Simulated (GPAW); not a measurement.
The system is TaN.

```
Ta N
1.0
     5.19600    0.00000    0.00000
    -2.59800    4.49987    0.00000
     0.00000    0.00000    2.91100
Ta N
3 3
Cartesian
  0.0000 0.0000 0.0000
  2.5980 1.5000 1.4555
  0.0000 2.9999 1.4555
  -1.0206 1.7678 0.0000
  1.5774 2.7321 0.0000
  2.0412 0.0000 0.0000
```

Base run:

```yaml
Program: GPAW 26.7.0
Functional: PBEsol
Potentials_or_basis: PAW data sets generated in the run's folder for this functional
Cutoff: 800 eV
Basis: pw
k_mesh: 4 × 4 × 6
Occupations: fermi-dirac, width 0.05 eV
Spin: no spin polarisation
```

Its results: pressure -3.8 GPa; largest force 0.047 eV/Å.

The run is repeated on the same cell with these changes: functional from PBEsol to LDA; potentials or basis from PAW data sets generated in the run's folder for this functional to the program's PAW data sets (release 1.2.1) made for this functional. What comes out?

Pressure -11.6 GPa; largest force 0.069 eV/Å.
